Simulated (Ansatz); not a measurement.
Take a crystal in which Be has been replaced by Ba on all its sites, with the cell rescaled by a rough guess (in some cases also distorted within its space group) and nothing relaxed:

```
Ba Te
1.0
     5.30652    0.00000    0.00000
    -2.65326    4.59558    0.00000
     0.00000    0.00000    8.74556
Ba Te
2 2
Cartesian
  2.6533 1.5319 4.3766
  0.0000 3.0637 0.0038
  2.6533 1.5319 7.6486
  0.0000 3.0637 3.2758
```

These are results of Ansatz 0.2.0, DFT PBEsol, scalar-relativistic, plane waves, PAW, not measurements.

Cutoff 420 eV; k points 6×6×4 on the computed 4-atom cell (Γ-centred); Gaussian smearing, width 0.02 eV; no spin polarisation.

**Question.** What pressure does the cell carry?

**Answer.** The pressure is 1.6 GPa (positive in compression), so the cell would expand.

**Question.** Is it a metal on this mesh?

**Answer.** No: the gap is 2.62 eV, the least direct gap 2.98 eV.

**Question.** What is its energy against the elements in their standard states?

**Answer.** -1.458 eV/atom at this unrelaxed geometry, with the elements in the same functional.

Spin-orbit coupling is left out, which matters for the bands of heavy elements.

This wurtzite form isn't the usual stable structure of the compound.